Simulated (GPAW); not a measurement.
# Sn in GPAW: the effect of functional

Sn:

```
Sn
1.0
    -1.72654    1.77555    2.33834
     1.72654   -1.77555    2.33834
     1.72654    1.77555   -2.33834
Sn
1
Direct
  0.00000 0.00000 0.00000
```

This isn't the form of Sn at room conditions, which is tetragonal (white tin).

| Property | Result |
| --- | --- |
| Program | GPAW 26.7.0 |
| Cutoff | 510 eV |
| Basis | pw |
| k mesh | 11 × 11 × 11 |
| Occupations | fermi-dirac, width 0.05 eV |
| Spin | no spin polarisation |
| Task of each run | Fermi surface |

The series moves functional from these settings.

```csv
functional,pressure (GPa)
LDA,-5.415
PBEsol,-4.207
PBE,-1.632
r2SCAN,-2.733
RPBE,-0.3118
AM05,-4.236
WC,?
revPBE,-0.68
SCAN,-2.693
```

What does the run at WC give?

Pressure (GPa) -3.995.
